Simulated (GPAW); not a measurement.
# CuO in GPAW: the effect of target pressure

CuO:

```
CELL_PARAMETERS angstrom
2.55255 0.00000 0.00000
0.00000 2.55255 0.00000
0.00000 0.00000 2.55255
ATOMIC_POSITIONS crystal
Cu 0.00000 0.00000 0.00000
O 0.50000 0.50000 0.50000
```

Measurements of this composition are mostly on another form, of space group No. 15.

Alike in all runs:

```yaml
Program: GPAW 26.7.0
Task: relaxation of cell and atoms
Functional: PBEsol
Potentials_or_basis: PAW data sets generated in the run's folder for this functional
Cutoff: 800 eV
Basis: pw
k_mesh: 10 × 10 × 10
Occupations: fermi-dirac, width 0.05 eV
Spin: no spin polarisation
```

Each run relaxes the cell or the atoms first.

```tsv
target pressure	target pressure	relaxed volume (Å³/atom)
0 GPa	-	8.75
2 GPa	2 GPa	?
5 GPa	5 GPa	8.54
10 GPa	10 GPa	8.37
20 GPa	20 GPa	8.07
30 GPa	30 GPa	7.82
```

**Question.** What does the run with target pressure 2 GPa give?

**Answer.** Relaxed volume 8.65 Å³/atom.

Worked out: In Murnaghan's law V^(-B') rises as a straight line in P. The other rows fit best with B' = 5.3, V0 = 8.75 Å³/atom and B0 = 196 GPa, which gives 8.67 Å³/atom at 2 GPa, against the run's 8.65.

Caveats: with this Cu data set, volumes or pressures lay over 1.5 % or 2 GPa off other programs in two to four cells of ten; later steps reuse the first step's grids; an odd number of electrons without spin polarisation forces a metal; a magnetic or distorted state may lie lower; the run has no spin polarisation, though such a crystal can be magnetic.
